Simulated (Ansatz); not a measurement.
Wanted: the native input for an Ansatz 0.2.0 run.

```yaml
Task: single point
Functional: PBE
Potentials_or_basis: Ansatz PAW
Cutoff: "420 eV (not typed: the program's choice for these potentials)"
k_mesh: 8 × 6 × 4
Occupations: fermi-dirac, width 0.05 eV
Spin: collinear spin, ferromagnetic start
Starting_moments: "[2.0, 2.0, 0.0, 0.0, 0.0, 0.0] μB"
Fixed_moment: 4 μB
```

MnO2:

```
CELL_PARAMETERS angstrom
2.90416 0.00000 0.00000
0.00000 3.84481 0.00000
0.00000 0.00000 6.16426
ATOMIC_POSITIONS crystal
Mn 0.50000 0.50000 0.34330
Mn 0.00000 0.00000 0.65670
O 0.50000 0.00000 0.83757
O 0.00000 0.50000 0.16243
O 0.50000 0.00000 0.42180
O 0.00000 0.50000 0.57820
```

Measurements of this composition are mostly on another form, of space group No. 136.

The input as run:

input.yaml

```yaml
crystal:
  lattice:
    - [2.904158, 0.0, 0.0]
    - [0.0, 3.84481, 0.0]
    - [0.0, 0.0, 6.164264]
  atoms:
    - { symbol: Mn, position: [0.5, 0.5, 0.3433015], spin: 2.0 }
    - { symbol: Mn, position: [0.0, 0.0, 0.6566985], spin: 2.0 }
    - { symbol: O, position: [0.5, 0.0, 0.8375675] }
    - { symbol: O, position: [0.0, 0.5, 0.1624325] }
    - { symbol: O, position: [0.5, 0.0, 0.4217995] }
    - { symbol: O, position: [0.0, 0.5, 0.5782005] }
hamiltonian:
  xc: pbe
  pseudopotentials: { kind: paw }
magnetization:
  spin_polarized: true
  initial_magnetization: 4.0
  spin_locking: { lock_magnetization: hard }
kpoints:
  mp_grid: { grid: [8, 6, 4] }
scf:
  occupations: { method: fermi_dirac, width: 0.05 }
  lower_state_search: "off"
output:
  forces: true
  stress: true
  eigenvalues: true
```

Potentials or basis: Ansatz PAW.

Launch:

```console
$ ansatz run input.yaml --threads 2 --pin off --max-ram 5632MiB --backend cpu --events-out ev --progress --plain --runs-dir out
```

It gave:

* Pressure: -11.7 GPa
* Largest force: 1.386 eV/Å
* Net moment: 4.00 μB per cell
* Absolute moment: 4.28 μB per cell
* Site moments: Mn +1.69; O -0.01, -0.00 μB

Caveat: the pressure holds a Pulay correction of +0.7 GPa for the finite cutoff; the total moment is fixed, so each spin has its own Fermi level; only a ferromagnetic start was run, and an antiferromagnetic order may lie lower in energy; forces of over 1 eV/Å show positions far from the minimum, so gaps and moduli don't describe the material at rest; the thresholds are loose for stress.

It took 21 s on 2 threads of Arm Neoverse V1, with other jobs on the host, peak memory 0.47 GiB.
